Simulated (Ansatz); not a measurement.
**SiNi3 (Pm-3m), tetragonal deformation path**

Computed with DFT PBEsol, scalar-relativistic, plane waves, PAW in Ansatz 0.2.0. Cutoff 420 eV, Γ-centred 16×16×16 k-points, Gaussian smearing of 0.15 eV. No spin polarisation. A magnetic state may lie lower. Energies are free energies at this smearing, counted from the undisturbed cell; pressure is positive in compression.

Zero of the scan (relaxed at this level; it needn't be the usual structure):

```xyz
4
Lattice="3.4612 0.0000 0.0000 0.0000 3.4612 0.0000 0.0000 0.0000 3.4612" Properties=species:S:1:pos:R:3 pbc="T T T"
Si    0.0000    0.0000    0.0000
Ni    0.0000    1.7306    1.7306
Ni    1.7306    0.0000    1.7306
Ni    1.7306    1.7306    0.0000
```

At fixed volume and fractional coordinates, lengths along (0.000, 0.000, 1.000) are scaled against those across it; ρ is that ratio over its starting value. The cell is metallic on the mesh throughout.

**Question.** Over the sampled range (0.707 to 1.414), is the undisturbed cell the lowest point?

**Answer.** Yes, every other sampled point lies higher.

The scan:

```csv
ρ,ΔE (meV/atom)
0.707,175.1
0.850,72.3
1.000,0.0
1.200,156.8
1.414,600.7
```

Cost: 5 runs of about 2.6 core-minutes in all, on Intel Xeon Platinum 8259CL (Skylake/Cascade Lake) (shared hosts).